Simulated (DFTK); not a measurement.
A run of DFTK 0.8.2 is set up as follows.

Contents of run.jl:

```julia
using DFTK
using PseudoPotentialData
using Unitful, UnitfulAtomic
using LinearAlgebra, Printf
include("save.jl")
disable_threading()

lines = readlines("ZnS.cif")
tag(name) = parse(Float64, split(only(filter(startswith(name), lines)))[2])
a, b, c = tag.(["_cell_length_a", "_cell_length_b", "_cell_length_c"])
α, β, γ = deg2rad.(tag.(["_cell_angle_alpha", "_cell_angle_beta", "_cell_angle_gamma"]))
cx, cy  = cos(β), (cos(α) - cos(β) * cos(γ)) / sin(γ)
lattice = austrip(1u"Å") * [a b*cos(γ) c*cx; 0 b*sin(γ) c*cy; 0 0 c*sqrt(1 - cx^2 - cy^2)]
sites     = split.(lines[findlast(startswith("_atom_site_"), lines)+1:end])
symbols   = [Symbol(s[2]) for s in sites]
positions = [parse.(Float64, s[5:7]) for s in sites]
pseudopotentials = PseudoFamily("cp2k.nc.sr.lda.v0_1.largecore.gth")
elements = Dict(s => ElementPsp(s, pseudopotentials) for s in unique(symbols))
atoms    = [elements[s] for s in symbols]

build_model(lattice, positions; symmetries=true) =
    model_DFT(lattice, atoms, positions;
              functionals=LDA(),
              temperature=austrip(0.05u"eV"),
              smearing=Smearing.FermiDirac(),
              symmetries)
Ecut  = 30.0  # hartree
kgrid = [5, 5, 1]
tol   = 1e-6
to_GPa = ustrip(uconvert(u"GPa", 1u"hartree/bohr^3"))

model = build_model(lattice, positions)
basis = PlaneWaveBasis(model; Ecut, kgrid)
display(basis)
scfres = self_consistent_field(basis;
                               tol,
                               nbandsalg=AdaptiveBands(model; n_bands_converge=30))
display(scfres.energies)
@printf "Fermi level: %.6f eV\n" ustrip(auconvert(u"eV", something(scfres.εF, NaN)))
forces = compute_forces_cart(scfres)
println("Forces (eV/Å)")
for (s, f) in zip(symbols, forces)
    @printf "%-3s %12.6f %12.6f %12.6f\n" s ustrip.(auconvert.(u"eV/Å", f))...
end
stress = compute_stresses_cart(scfres)
println("Stress (GPa)")
display(round.(stress * to_GPa; digits=4))
println("Levels at the first k-point (eV): ", round.(ustrip.(auconvert.(u"eV", scfres.eigenvalues[1][1:scfres.n_bands_converge])); digits=4))
save_scf!(scfres; forces, stress)

points = Dict("G" => [0.0, 0.0, 0.0], "A" => [0.0, 0.0, 0.5], "H" => [0.3333333333, 0.3333333333, 0.5], "K" => [0.3333333333, 0.3333333333, 0.0], "L" => [0.5, 0.0, 0.5], "M" => [0.5, 0.0, 0.0])
segments = [("G", "M", 8), ("M", "K", 4), ("K", "G", 9), ("G", "A", 3), ("A", "L", 8), ("L", "H", 4), ("H", "A", 9), ("L", "M", 3), ("K", "H", 3)]
kcoords = vcat([[points[a] + t * (points[b] - points[a]) for t in range(0, 1, n)] for (a, b, n) in segments]...)
bands = compute_bands(scfres, ExplicitKpoints(kcoords); n_bands=32, tol=1e-5)
for (k, ε) in zip(bands.basis.kpoints, bands.eigenvalues)
    @printf "%d %8.4f %8.4f %8.4f " k.spin k.coordinate...
    println(join([@sprintf("%9.4f", e) for e in ustrip.(auconvert.(u"eV", ε .- scfres.εF))]))
end
results["band_energies"] = rows(bands.eigenvalues); results["band_kpoints"] = rows(kcoords)
```

Contents of ZnS.cif:

```cif
data_ZnS
_cell_length_a 3.81200000
_cell_length_b 3.81200000
_cell_length_c 18.68999000
_cell_angle_alpha 90.00000000
_cell_angle_beta 90.00000000
_cell_angle_gamma 120.00000000
_space_group_name_H-M_alt 'P1'
_space_group_name_Hall 'P 1'
_space_group_IT_number 1
loop_
_space_group_symop_operation_xyz
'x,y,z'
loop_
_atom_site_label
_atom_site_type_symbol
_atom_site_symmetry_multiplicity
_atom_site_Wyckoff_symbol
_atom_site_fract_x
_atom_site_fract_y
_atom_site_fract_z
_atom_site_occupancy
Zn1 Zn 1 a 0.3333333333 0.6666666667 0.8333300000 1
Zn2 Zn 1 a 0.6666666667 0.3333333333 0.3333300000 1
Zn3 Zn 1 a 0.6666666667 0.3333333333 0.6666700000 1
Zn4 Zn 1 a 0.3333333333 0.6666666667 0.1666700000 1
Zn5 Zn 1 a 0.0000000000 0.0000000000 0.5000000000 1
Zn6 Zn 1 a 0.0000000000 0.0000000000 0.0000000000 1
S1 S 1 a 0.3333333333 0.6666666667 0.9583300000 1
S2 S 1 a 0.6666666667 0.3333333333 0.4583300000 1
S3 S 1 a 0.6666666667 0.3333333333 0.7916700000 1
S4 S 1 a 0.3333333333 0.6666666667 0.2916700000 1
S5 S 1 a 0.0000000000 0.0000000000 0.6250000000 1
S6 S 1 a 0.0000000000 0.0000000000 0.1250000000 1
```

Potentials or basis: cp2k.nc.sr.lda.v0_1.largecore.gth (LDA, GTH, large core).

Launch:

```bash
$ julia --threads=1 run.jl  # save.jl only writes the numbers to a file and isn't shown; printed stress counts tension as positive; times include loading and compiling
```

Question: Predict the band gap on the k mesh.

Answer: 2.73 eV, direct.

Question: Predict the band gap along the path.

Answer: 2.73 eV, direct.

Forces on the atoms (eV/Å):
```
Zn   0.000  0.000 -0.002
Zn   0.000  0.000 -0.002
Zn   0.000  0.000 -0.004
Zn   0.000  0.000 -0.004
Zn   0.000  0.000 -0.005
Zn   0.000  0.000 -0.005
S    0.000  0.000 -0.023
S    0.000  0.000 -0.023
S    0.000  0.000 -0.001
S    0.000  0.000 -0.001
S    0.000  0.000  0.036
S    0.000  0.000  0.036
```

Caveat: the cutoff is short for these potentials, so energies and forces aren't converged, fitted volumes are rough and the log's stress (off by 3 to 10 GPa or more in trials) isn't used; this set keeps more shells in the core, which shifts pressures and gaps; the cell's inner coordinates are idealised or old, which leaves forces on the atoms.

**What was measured.**

A printed reference work, monograph reports, for a bulk crystal of ZnS at 4 K: band gap 3.911 eV (direct).

Against the measured gap of ZnS, 3.911 eV (direct; 4 K; a printed reference work, monograph), the calculated 2.73 eV is off by -1.19 eV. The value is that of LDA, without temperature or zero-point motion. Semilocal functionals fall short of measured gaps as a rule.
